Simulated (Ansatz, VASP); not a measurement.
## Sr: VASP beside Ansatz

```xyz
1
Lattice="3.1784 0.0000 0.0000 0.0000 3.1784 0.0000 0.0000 0.0000 3.1784" Properties=species:S:1:pos:R:3 pbc="T T T"
Sr    0.0000    0.0000    0.0000
```

Alike in both runs: functional LDA; k mesh 12 × 12 × 12; occupations fermi-dirac, width 0.1 eV; no spin polarisation.

Ansatz relaxed the structure, and its values are those at the end. VASP's run is a single point on that final structure, the one shown.

|  | VASP | Ansatz |
| --- | --- | --- |
| version | VASP 6.6.1 | Ansatz 0.2.0 |
| potentials or method | VASP PAW LDA potentials, release 64 (Sr_sv) | PAW with Ansatz's default frozen-core files, scalar-relativistic |
| plane-wave cutoff (eV) | 520 | 420 |
| valence electrons in the cell | 10 | 10 |

|  | VASP | Ansatz | Ansatz less VASP |
| --- | --- | --- | --- |
| pressure (GPa) | 8.2 | 8.1 | -0.14 |
